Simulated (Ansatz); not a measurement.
# Sn: further runs on the relaxed cell

An exercise on one series of results from a longer session: the logs are not shown, and one member is left open.

Program: Ansatz 0.2.0. Level of theory: DFT PBE, scalar-relativistic, plane waves, PAW. These are calculated values, not measurements.

1 further run of the same task is left out (set aside as unsound or not needed).

## Starting point

The structure is tetragonal, space group I4/mmm (No. 139). Conventional cell: a = 3.481 Å, b = 3.481 Å, c = 4.619 Å, α = 90.00°, β = 90.00°, γ = 90.00°. Sn (site symmetry 4/mmm) has 12 Sn at 3.38 to 3.48 Å as nearest neighbours.

Coordinates:

```xyz
1
Lattice="-1.7405 1.7405 2.3094 1.7405 -1.7405 2.3094 1.7405 1.7405 -2.3094" Properties=species:S:1:pos:R:3 pbc="T T T"
Sn    0.0000    0.0000    0.0000
```

This cell was relaxed beforehand with the same method: volume 27.98 Å³/atom, gap on the mesh none (metal).

Set-up of the first run:

Input file input.yaml:

```yaml
crystal:
  lattice:
    - [-1.7405234633, 1.7405234633, 2.3093718618]
    - [1.7405234633, -1.7405234633, 2.3093718618]
    - [1.7405234633, 1.7405234633, -2.3093718618]
  atoms:
    - { symbol: Sn, position: [0.0, 0.0, 0.0] }
basis:
  ecutwfc: 420
kpoints:
  mp_grid: { grid: [18, 18, 18] }
  band_path:
    path:
      - [[0.0, 0.0, 0.0], [0.0, 0.0, 0.5], [0.25, 0.25, 0.25], [0.0, 0.5, 0.0], [0.0, 0.0, 0.0], [0.5, 0.5, -0.5], [0.39200775, 0.60799225, -0.39200775]]
      - [[-0.39200775, 0.39200775, 0.39200775], [0.0, 0.0, 0.0]]
      - [[0.0, 0.0, 0.5], [-0.28401549, 0.28401549, 0.5]]
      - [[0.5, 0.5, -0.28401549], [0.5, 0.5, -0.5]]
    npoints: 14
hamiltonian:
  xc: pbe
scf:
  occupations: { method: gaussian, width: 0.1 }
output:
  forces: true
  stress: true
  eigenvalues: true
  populations: true
  dos: { projected: true, de: 0.02, nscf_kmesh: { grid: [27, 27, 27] } }
  bader: true
```

Steps of the session up to this table: Bands, states and charges; Level of theory: r2SCAN; The same geometry with PBE with spin-orbit coupling; The same geometry with PBEsol.

One of the session's tables, all rows but one given; the rest of the session is left out.

| level | pressure (GPa) |
| --- | --- |
| PBE | 0.0 |
| r2SCAN | ? |
| PBE with spin-orbit coupling | 0.0 |
| PBEsol | -2.7 |

**Question.** Estimate the row for r2SCAN.

**Answer.** pressure (GPa): -1.2. In the column «pressure (GPa)» it lies between PBEsol (-2.7) and PBE (0.0).

All at the geometry relaxed with the first.
